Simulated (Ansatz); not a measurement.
TiO2 in Ansatz: the effect of Hubbard term

TiO2:

```
Ti O
1.0
     4.59984    0.00000    0.00000
     0.00000    4.59984    0.00000
     0.00000    0.00000    2.95921
Ti O
2 4
Direct
  0.00000 0.00000 0.50000
  0.50000 0.50000 0.00000
  0.30432 0.30432 0.50000
  0.19568 0.80432 0.00000
  0.80432 0.19568 0.00000
  0.69568 0.69568 0.50000
```

The cell is a database's computed one.

Alike in all runs:

```yaml
Program: Ansatz 0.2.0
Task: band structure
Functional: PBE
Potentials_or_basis: Ansatz PAW
Cutoff: "420 eV (not typed: the program's choice for these potentials)"
k_mesh: 6 × 6 × 9
Occupations: fermi-dirac, width 0.05 eV
Spin: no spin polarisation
Path: "[[\"G\", \"X\", \"M\", \"G\", \"Z\", \"R\", \"A\", \"Z\"], [\"X\", \"R\"], [\"M\", \"A\"]]"
Points_for_each_segment_of_the_path: 14
Hubbard_projectors: ortho-atomic (the default)
Double_counting: fll (the default)
```

| Hubbard term | gap on the mesh (eV) | pressure (GPa) |
| --- | --- | --- |
| none | 1.87 | 4.2 |
| Ti d U = 1 eV | 1.97 | 5.1 |
| Ti d U = 2 eV | 2.09 | 5.9 |
| Ti d U = 3 eV | 2.19 | 6.9 |
| Ti d U = 4 eV | 2.31 | 7.8 |
| Ti d U = 5 eV | ? | ? |
| Ti d U = 6 eV | 2.56 | 10.0 |
| Ti d U = 8 eV | 2.84 | 12.3 |

Problem. What does the run with Hubbard term Ti d U = 5 eV give?

Solution. gap on the mesh 2.43 eV; pressure 8.9 GPa.

Worked out: A parabola through the other rows of the gap on the mesh, of slope 0.126 eV per eV there, gives 2.43 eV, against the run's 2.43. A parabola through the other rows of the pressure, of slope 1.06 GPa per eV there, gives 8.9 GPa, against the run's 8.9.

A gap of «none» marks a metal or a gap under the smearing width.
